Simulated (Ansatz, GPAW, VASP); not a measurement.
**TiTe: 3 runs at one level of theory**

```
Ti Te
1.0
     0.00000    3.05007    3.05007
     3.05007    0.00000    3.05007
     3.05007    3.05007    0.00000
Ti Te
1 1
Direct
  0.50000 0.50000 0.50000
  0.00000 0.00000 0.00000
```

The cell comes from a database or a generator and needn't be the stable form of this composition.

Alike in all runs: task single point; functional r2SCAN; k mesh 8 × 8 × 8; occupations fermi-dirac, width 0.05 eV; no spin polarisation; hubbard terms Ti d U = 3 eV; no spin-orbit coupling. A missing gap at this level doesn't show that the real crystal is a metal. Pressure is positive in compression and, in plane waves, holds the error of the finite cutoff, which Ansatz's Pulay term estimates and takes out.

| program and potentials | plane-wave cutoff (eV) | notes | band gap (eV) | pressure (GPa) |
| --- | --- | --- | --- | --- |
| Ansatz, Ansatz PAW | 500 | potentials made for PBE, which Ansatz adapts in part; 14 valence electrons an atom on average; Pulay term of +0.05 GPa included | no gap | -8.89 |
| GPAW, GPAW PAW data sets (gpaw-data 1.2.1) | 600 | potentials made for PBE; 9 valence electrons an atom on average | no gap | -10.50 |
| VASP, PBE PAW files Te, Ti_sv, 520 eV | 520 | potentials made for PBE; 9 valence electrons an atom on average | ? | ? |

Question: Estimate from the other rows what the run with VASP, PBE PAW files Te, Ti_sv, 520 eV gave.

Answer: No band gap; pressure -9.91 GPa. The other rows, which needn't bracket it: pressure -10.50 to -8.89.
